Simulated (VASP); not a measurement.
**A VASP 6.6.1 relaxation on GaN**

INCAR

```
LWAVE = .FALSE.
GGA = PS
PREC = Accurate
IBRION = 2
EDIFF = 1E-7
NSW = 40
NELMIN = 4
ISMEAR = 1
ENCUT = 600
LASPH = .TRUE.
LREAL = .FALSE.
NBANDS = 16
EDIFFG = -5E-3
ISYM = 1
LCHARG = .FALSE.
NELM = 120
SIGMA = 0.5
ISIF = 3
```

KPOINTS

```
KPOINTS created by Atomic Simulation Environment
0
Gamma
8 8 8
0 0 0
```

POSCAR

```
Ga N
 1.0000000000000000
     0.0000000000000000    2.2741788659219644    2.2741788659219644
     2.2741788659219644    0.0000000000000000    2.2741788659219644
     2.2741788659219644    2.2741788659219644    0.0000000000000000
 Ga  N
   1   1
Cartesian
  0.0000000000000000  0.0000000000000000  0.0000000000000000
  1.1370894329609822  1.1370894329609822  1.1370894329609822
```

The recommended PBE PAW datasets give the neutral cell 18 valence electrons.

Command

```
mpirun -np 1 vasp_std
```

Predict the outcome of this run.

It converged. Results: relaxed cell vector lengths 3.178, 3.178, 3.178 Å; relaxed cell volume 22.70 Å³.

OSZICAR

```
N       E                     dE             d eps       ncg     rms          rms(c)
DAV:   1     0.905814274742E+02    0.90581E+02   -0.10105E+04  1000   0.217E+03
DAV:   2    -0.785540607758E+01   -0.98437E+02   -0.90624E+02  1064   0.357E+02
DAV:   3    -0.147683784350E+02   -0.69130E+01   -0.68829E+01  1056   0.784E+01
DAV:   4    -0.148639381059E+02   -0.95560E-01   -0.95533E-01  1208   0.999E+00
DAV:   5    -0.148653351855E+02   -0.13971E-02   -0.13971E-02  1080   0.107E+00    0.708E+00
DAV:   6    -0.131373219568E+02    0.17280E+01   -0.42823E+00  1440   0.388E+01    0.264E+00
DAV:   7    -0.131248708427E+02    0.12451E-01   -0.26610E-01   976   0.588E+00    0.167E+00
DAV:   8    -0.131090313524E+02    0.15839E-01   -0.58611E-02  1176   0.266E+00    0.720E-01
DAV:   9    -0.131055251551E+02    0.35062E-02   -0.11701E-02  1368   0.224E+00    0.192E-01
DAV:  10    -0.131056941919E+02   -0.16904E-03   -0.11530E-03  1072   0.458E-01    0.103E-01
...
       N       E                     dE             d eps       ncg     rms          rms(c)
DAV:   1    -0.132689671293E+02   -0.16007E+00   -0.16605E+00  1096   0.340E+01    0.231E+00
DAV:   2    -0.131546115728E+02    0.11436E+00   -0.14334E-01  1128   0.118E+01    0.105E+00
DAV:   3    -0.131258367610E+02    0.28775E-01   -0.26576E-02  1104   0.617E+00    0.249E-01
DAV:   4    -0.131223550193E+02    0.34817E-02   -0.39194E-03  1224   0.781E-01    0.502E-02
DAV:   5    -0.131222417602E+02    0.11326E-03   -0.88762E-05  1224   0.118E-01    0.269E-02
DAV:   6    -0.131222360418E+02    0.57183E-05   -0.57765E-06  1120   0.344E-02    0.326E-03
DAV:   7    -0.131222359234E+02    0.11841E-06   -0.21799E-07   984   0.666E-03    0.714E-04
DAV:   8    -0.131222359137E+02    0.97448E-08   -0.53239E-08   680   0.321E-03
   3 F= -.13122236E+02 E0= -.13124715E+02  d E =-.165820E-01
```

```csv
ionic step,ΔE (meV/atom),volume (Å³),largest force (eV/Å),pressure (GPa),electronic steps
1,0.0,23.52,0.000,-6.23,13
2,-1.6,22.00,0.000,6.29,9
3,-8.3,22.70,0.000,-0.05,8
```

For comparison, a separate PBEsol relaxation on usual settings, not on those above, ends at 22.71 Å³.
